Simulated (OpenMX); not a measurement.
## PbO under changes of volume

One of the cells (19.077 Å³/atom); the others are scaled copies at fixed shape and fractional positions:

```xyz
8
Lattice="5.8760 0.0000 0.0000 0.0000 5.4760 0.0000 0.0000 0.0000 4.7430" Properties=species:S:1:pos:R:3 pbc="T T T"
Pb    4.5186    2.8147    1.1858
Pb    1.3574    2.6613    3.5573
Pb    4.5186    5.3993    3.5573
Pb    1.3574    0.0767    1.1858
O     0.7756    3.1870    1.1858
O     5.1004    2.2890    3.5573
O     0.7756    5.0270    3.5573
O     5.1004    0.4490    1.1858
```

- Program: OpenMX 3.8.5
- Functional: PBE
- Potentials or basis: OpenMX 2013 PBE set, Pb8.0-s3p2d2, O6.0-s2p2, fixed grid of 80 × 75 × 64 points
- k mesh: 5 × 5 × 7
- Occupations: fermi-dirac, width 0.05 eV
- Spin: no spin polarisation

```csv
volume (Å³/atom),energy over the lowest point (meV/atom),gap on the mesh (eV),largest force (eV/Å)
17.932,107.54,1.99,2.732
18.314,75.80,1.98,2.356
18.695,?,?,?
19.077,30.64,1.94,1.720
19.458,16.01,1.92,1.466
19.840,5.95,1.90,1.259
20.222,0.00,1.87,1.108
```

**Question.** What does the run at 18.695 Å³/atom give?

**Answer.** Energy over the lowest point 50.39 meV/atom; gap on the mesh 1.96 eV; largest force 2.018 eV/Å.

Worked out: A Birch-Murnaghan fit of order 3 (a polynomial in V^(-2/3)) to the other rows has its minimum at 20.66 Å³/atom, just outside them, with B0 = V·E''(V) = 75 GPa and B' = 4.6 at fixed shape and positions, which overstates the stiffness. It gives 50.42 meV/atom at 18.695 Å³/atom, against the run's 50.39. A parabola through the other rows of the gap, of slope -0.866 eV per unit of ln V there, gives 1.96 eV, against the run's 1.96.

Energies are extrapolated to zero smearing.

Caveats: the basis has few d functions beyond the semicore shells, which can make volumes several per cent too large; spin-orbit coupling is left out, which as a rule narrows the gap of such compounds by several tenths of an eV; an odd mesh through Γ misses points on the zone boundary, where band edges often lie; the cell's inner coordinates are idealised or old, which leaves forces on the atoms; the basis of atomic orbitals isn't converged, which shifts pressures, moduli and gaps.
